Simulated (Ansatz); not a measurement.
Relaxed CoPt (CuAu type, space group P4/mmm):

```xyz
2
Lattice="2.6763 0.0000 0.0000 0.0000 2.6763 0.0000 0.0000 0.0000 3.7275" Properties=species:S:1:pos:R:3 pbc="T T T"
Co     1.3382     1.3382     1.8638
Pt     0.0000     0.0000     0.0000
```

In this cell atom 2 (Pt, nearest neighbour Co at 2.656 Å; its periodic images, 2.7 Å or more away, move with it) is moved by s along Cartesian [111], unit vector (0.577, 0.577, 0.577); all other atoms and the cell stay fixed.

Method: r2SCAN (plane waves to 500 eV, PAW, scalar-relativistic; Ansatz, a first-principles code). k mesh 14×14×10 (Γ-centred), Fermi-Dirac smearing 0.05 eV. E stands for the smeared free energy. Left out: 2 of 11 points, with atoms too close for the PAW data. With partly filled bands, energies and forces of such displacements shift with the k mesh and the smearing. On this mesh the relaxed cell isn't quite at rest: it carries a pressure of -0.2 GPa (compression positive) at the zero of the scan. CoPt was relaxed with its symmetry unable to fall. Relaxed CoPt ends ferromagnetic. Spin-orbit coupling is left out, though Pt is heavy. Other magnetic orders were not checked, so this need not be the ground state. The zero of ΔE is the undisplaced structure. The last digit holds for this mesh only.

```csv
s (Å),ΔE (meV/cell)
-0.640,withheld
-0.480,882.9
-0.320,318.7
-0.160,69.2
0.000,0.0
0.160,69.2
0.320,318.7
0.480,882.9
0.640,withheld
```

**Question.** Fit an even polynomial form (powers 2, 4, 6) to the given rows and predict ΔE at s = 0.640.

**Answer.** Least squares on the 7 given rows: ΔE = (2571)·s² + (5143)·s⁴ + (1440)·s⁶, in meV/cell with s in Å; root-mean-square residual 0.05 meV/cell. At 0.640 the fit gives 2014.9 meV/cell; the calculation gives 1968.8 meV/cell, so the extrapolation is off by 46.1 (+2.3 %). The quadratic term alone would give 1053.1 meV/cell.

(A displaced cell: forces are minus the slopes of the energy, force constants its curvatures, and phonons follow from these.)
